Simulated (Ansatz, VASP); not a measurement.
Ti: VASP beside Ansatz

```xyz
1
Lattice="0.0000 1.9956 1.9956 1.9956 0.0000 1.9956 1.9956 1.9956 0.0000" Properties=species:S:1:pos:R:3 pbc="T T T"
Ti    0.0000    0.0000    0.0000
```

This isn't the form of Ti at room conditions, which is hcp.

Alike in both runs: task single point; functional r2SCAN; k mesh 12 × 12 × 12; occupations fermi-dirac, width 0.15 eV; no spin polarisation.

|  | VASP | Ansatz |
| --- | --- | --- |
| version | VASP 6.6.1 | Ansatz 0.2.0 |
| potentials or method | VASP PAW PBE potentials, release 64 (Ti_sv) | plane waves, PAW |
| plane-wave cutoff (eV) | 520 | 600 |
| valence electrons in the cell | 12 | 12 |

|  | VASP | Ansatz | Ansatz less VASP |
| --- | --- | --- | --- |
| pressure (GPa) | 12.4 | 11.9 | -0.48 |

Caveats: the PAW data sets were made with another functional, which shifts forces and pressure a little (VASP).
